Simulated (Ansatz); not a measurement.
# Zr: the cost of one run

Method: DFT PBE, scalar-relativistic, plane waves, PAW, in Ansatz 0.2.0.

1 further run of the same task is left out (set aside as unsound or not needed).

## 1. Starting point

Symmetry: Fm-3m, No. 225, cubic system. The conventional cell has a = 4.527 Å, b = 4.527 Å, c = 4.527 Å, α = 90.00°, β = 90.00°, γ = 90.00°. Zr (site symmetry m-3m) is surrounded by 12 Zr at 3.20 Å.

As a file:

```cif
data_structure
_symmetry_space_group_name_H-M 'Fm-3m'
_symmetry_Int_Tables_number 225
_cell_length_a 4.5271
_cell_length_b 4.5271
_cell_length_c 4.5271
_cell_angle_alpha 90.000
_cell_angle_beta 90.000
_cell_angle_gamma 90.000
_cell_volume 92.78
loop_
_atom_site_label
_atom_site_type_symbol
_atom_site_symmetry_multiplicity
_atom_site_Wyckoff_symbol
_atom_site_fract_x
_atom_site_fract_y
_atom_site_fract_z
_atom_site_occupancy
Zr1 Zr 4 a 0.00000 0.00000 0.00000 1
```

This cell was relaxed beforehand with the same method: volume 23.20 Å³/atom, gap on the mesh none (metal).

## 2. Next: the ladder chain

A free-standing chain of the crystal's atoms, periodic along c. Atoms and period relax; energies count from the bulk, -4183.7949 eV an atom.

The cell holds 4 Zr: a = 12.000 Å, b = 9.300 Å, c = 5.762 Å, α = 90.00°, β = 90.00°, γ = 90.00°.

## 3. The relaxation run

Pressure and volume refer to the whole cell with its vacuum; only the period along c may change.

File input.yaml:

```yaml
crystal:
  lattice:
    - [12.0, 0.0, 0.0]
    - [0.0, 9.3, 0.0]
    - [0.0, 0.0, 5.7620566408]
  atoms:
    - { symbol: Zr, position: [0.373955011, 0.5, 0.0], spin: 1.5 }
    - { symbol: Zr, position: [0.373955011, 0.5, 0.5], spin: 1.5 }
    - { symbol: Zr, position: [0.626044989, 0.5, 0.0], spin: 1.5 }
    - { symbol: Zr, position: [0.626044989, 0.5, 0.5], spin: 1.5 }
basis:
  ecutwfc: 420
kpoints:
  mp_grid: { grid: [1, 1, 11] }
hamiltonian:
  xc: pbe
scf:
  occupations: { method: gaussian, width: 0.05 }
output:
  forces: true
  stress: true
  eigenvalues: true
  populations: true
  write_density: true
  write_potential: true
  elf: true
  volumetric_format: npy
magnetization:
  spin_polarized: true
relax:
  adjacent_minimum: "off"
  f_tol: 0.01
  max_steps: 45
  cell: { fix: [a, b, alpha, beta, gamma], stress_tol: 0.03 }
```

Started as:

```console
> ansatz run input.yaml --threads 2 --pin off --max-ram 5120MiB --backend cpu --events-out ev --progress --plain --runs-dir out
```

What time and memory should one allow on 2 threads of Intel Xeon Platinum 8375C at 2.90GHz (Ice Lake), shared host?

About 2.1 min, with a peak of 0.98 GiB.
